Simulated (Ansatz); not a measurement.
# Zn under changes of volume

One of the cells (15.169 Å³/atom); the others are scaled copies at fixed shape and fractional positions:

```
CELL_PARAMETERS angstrom
0.00000 1.96478 1.96478
1.96478 0.00000 1.96478
1.96478 1.96478 0.00000
ATOMIC_POSITIONS crystal
Zn 0.00000 0.00000 0.00000
```

This isn't the form of Zn at room conditions, which is hcp.

```yaml
Program: Ansatz 0.2.0
Functional: r2SCANh
Dispersion: D4
Potentials_or_basis: Ansatz PAW
Cutoff: "500 eV (not typed: the program's choice for these potentials)"
k_mesh: 8 × 8 × 8
Occupations: gaussian, width 0.02 eV
Spin: no spin polarisation
```

```csv
volume (Å³/atom),energy over the lowest point (meV/atom),pressure (GPa)
14.259,0.00,-0.1
14.563,1.98,-1.9
14.866,7.17,-3.5
15.169,?,?
15.473,25.23,-5.9
15.776,37.45,-7.0
16.080,51.59,-7.9
```

**Question.** What does the run at 15.169 Å³/atom give?

**Answer.** Energy over the lowest point 15.15 meV/atom; pressure -4.7 GPa.

Worked out: A Birch-Murnaghan fit of order 3 (a polynomial in V^(-2/3)) to the other rows has its minimum at 14.23 Å³/atom, just outside them, with B0 = V·E''(V) = 89 GPa and B' = 5.3. It gives 14.98 meV/atom at 15.169 Å³/atom, against the run's 15.15, and -dE/dV = -4.8 GPa, against -4.7.

Energies are extrapolated to zero smearing.

Caveats: pairwise dispersion overbinds metals, which lowers pressure and volume; the PAW data sets come from PBE, with cores solved anew for the run's functional, which leaves a small shift of forces and pressure; the thresholds are loose for stress.
